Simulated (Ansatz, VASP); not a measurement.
**Two plane-wave programs on BN**

```
B N
1.0
     2.55458    0.00000    0.00000
    -1.27729    2.21233    0.00000
     0.00000    0.00000    4.22451
B N
2 2
Direct
  0.66667 0.33333 0.99981
  0.33333 0.66667 0.49981
  0.68262 0.36524 0.63120
  0.34929 0.69857 0.13120
```

Change from the starting cell: all N atoms moved -0.075 Å, as atom 3 towards its neighbour atom 2 (B) at 1.567 Å.

Alike in both runs: task single point; functional PBE; k mesh 12 × 12 × 6; occupations gaussian, width 0.05 eV; no spin polarisation.

|  | VASP | Ansatz |
| --- | --- | --- |
| version | VASP 6.6.1 | Ansatz 0.2.0 |
| potentials or method | VASP PAW PBE potentials, release 64 (B, N) | scalar-relativistic, plane waves, PAW |
| plane-wave cutoff (eV) | 520 | 420 |
| valence electrons in the cell | 16 | 16 |

|  | VASP | Ansatz | Ansatz less VASP |
| --- | --- | --- | --- |
| gap on the k mesh at the Fermi level (eV) | 4.55 | 4.57 | +0.016 |
| least direct gap on the mesh (eV) | 7.77 | 7.78 | +0.007 |
| pressure (GPa) | 1.5 | 1.3 | -0.22 |
| largest component of the traceless stress (GPa) | 2.12 | 2.02 | -0.100 |
| rms of the force components (eV/Å) | 0.980 | 0.976 | -0.0046 |

Atom by atom the forces differ by 0.005 eV/Å (rms over components).

Caveats: forces of over 1 eV/Å show positions far from the minimum, so gaps and moduli don't describe the material at rest. A k mesh can miss the band edges.
